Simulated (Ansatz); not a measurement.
Structure: PbO built on the h-MgO prototype, at its r2SCAN minimum. It is hexagonal, P6_3/mmc (No. 194); a = 4.260 Å, c = 5.277 Å in the conventional setting, 20.74 Å³ an atom. Around Pb lie 5 O at 2.46–2.64 Å; around O lie 5 Pb at 2.46–2.64 Å.

```cif
data_structure
_symmetry_space_group_name_H-M 'P6_3/mmc'
_symmetry_Int_Tables_number 194
_cell_length_a 4.2603
_cell_length_b 4.2603
_cell_length_c 5.2768
_cell_angle_alpha 90.000
_cell_angle_beta 90.000
_cell_angle_gamma 120.000
_cell_volume 82.94
loop_
_atom_site_label
_atom_site_type_symbol
_atom_site_symmetry_multiplicity
_atom_site_Wyckoff_symbol
_atom_site_fract_x
_atom_site_fract_y
_atom_site_fract_z
_atom_site_occupancy
Pb1 Pb 2 c 0.33333 0.66667 0.25000 1
O1 O 2 d 0.66667 0.33333 0.25000 1
```

The questions ask for values computed with Ansatz on this geometry. All values are calculated for a non-magnetic cell, which may be hypothetical.

Given (12×12×6 mesh): The r2SCAN gap is indirect, 1.57 eV (H to L–H (0.50 of the way from L)), below the direct gap of 1.58 eV at H. Least and direct gap differ so little that the kind isn't settled.

Q: What does LDA give for the gap (12×12×6 mesh)?

A: The LDA gap is direct at H: 1.23 eV. The gap differs by -0.34 eV from r2SCAN's.

Q: Estimate the gap with DDH-PBE0 on 6×6×4.

A: The DDH-PBE0 gap is direct at H: 1.86 eV. The share of exact exchange is 0.116. The gap differs by +0.29 eV from r2SCAN's.

Q: How does the gap change from r2SCAN to PBE0 (6×6×4)?

A: PBE0 gives a direct gap of 2.58 eV at H. The gap differs by +1.01 eV from r2SCAN's.

Q: What does G0W0@PBE with 247 empty bands, a screening cutoff of 120 eV and a 6×6×4 mesh give?

A: 1.42 eV (PBE's gap over the path plus the quasiparticle shift read on the mesh). G0W0 moves the gap on the mesh from 1.28 eV (PBE) to 1.41 eV (direct at H). Renormalisation factors Z lie between 0.65 and 0.78. G0W0 here is at a finite number of bands, screening cutoff and k mesh, not at the basis limit.

Q: What are ε∞ and the Born charges with PBE?

A: The clamped-ion dielectric constant comes out as 7.90 along x and y, 10.07 along z. Born charges, averaged over directions: Pb +2.81, O -2.81 e.

Q: Relaxed again with PBEsol, is the cell stable at the zone centre, and where do its optical modes lie?

A: 2 optical levels at Γ are imaginary (207i, 128i cm⁻¹, printed negative): the cell isn't a minimum and would distort. By the program's warning the force constants, and with them frequencies and ε⁰, aren't converged on this mesh.

Spin-orbit coupling is left out; in compounds of Pb, Bi, Tl or Hg it can lower a gap by up to about 1 eV, split its edges or invert the bands.

The meshes of the hybrids are coarse, so their gaps aren't converged to the digits shown.
